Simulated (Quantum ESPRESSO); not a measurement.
An input for Quantum ESPRESSO 7.5 (TaN):

pw.in

```
&CONTROL
  calculation = 'scf'
  prefix = 'pwscf'
  outdir = './tmp'
  pseudo_dir = './pseudo'
  tprnfor = .true.
  tstress = .true.
  disk_io = 'nowf'
/
&SYSTEM
  ibrav = 0
  nat = 3
  ntyp = 2
  ecutwfc = 56
  ecutrho = 448
  nbnd = 15
  occupations = 'smearing'
  smearing = 'fd'
  degauss = 0.00367493
/
&ELECTRONS
  conv_thr = 4d-10
  electron_maxstep = 50
  mixing_beta = 0.5
/
ATOMIC_SPECIES
Ta   180.9479 ta_pbesol_v1.uspp.F.UPF
N     14.0070 n_pbesol_v1.2.uspp.F.UPF
CELL_PARAMETERS angstrom
   2.9380000000    0.0000000000    0.0000000000
  -1.4690000000    2.5443826363    0.0000000000
   0.0000000000    0.0000000000    2.8830000000
ATOMIC_POSITIONS crystal
Ta     0.0000000000    0.0000000000    0.5000000000
N      0.6666666667    0.3333333333    0.0000000000
K_POINTS automatic
10 10 9 0 0 0
```

Potentials or basis: GBRV 1.5 PBEsol.

Launch:

```sh
$ OMP_NUM_THREADS=1 mpirun -n 2 pw.x -nk 2 -in pw.in > pw.out
```

Q: What does the program do with it?

A: The run stopped without a result. It printed:

pw.out:

```text
This program is part of the open-source Quantum ESPRESSO suite
     for quantum simulation of materials; please cite
         "P. Giannozzi et al., J. Phys.:Condens. Matter 21 395502 (2009);
         "P. Giannozzi et al., J. Phys.:Condens. Matter 29 465901 (2017);
         "P. Giannozzi et al., J. Chem. Phys. 152 154105 (2020);
     in publications or presentations arising from this work. More details at

 %%%%%%%%%%%%%%%%%%%%%%%%%%%%%%%%%%%%%%%%%%%%%%%%%%%%%%%%%%%%%%%%%%%%%%%%%%%%%%
     Error in routine read_cards (3):
     wrong number of columns in ATOMIC_POSITIONS
 %%%%%%%%%%%%%%%%%%%%%%%%%%%%%%%%%%%%%%%%%%%%%%%%%%%%%%%%%%%%%%%%%%%%%%%%%%%%%%

     stopping ...

"abort". This may have caused other processes in the application to be
```
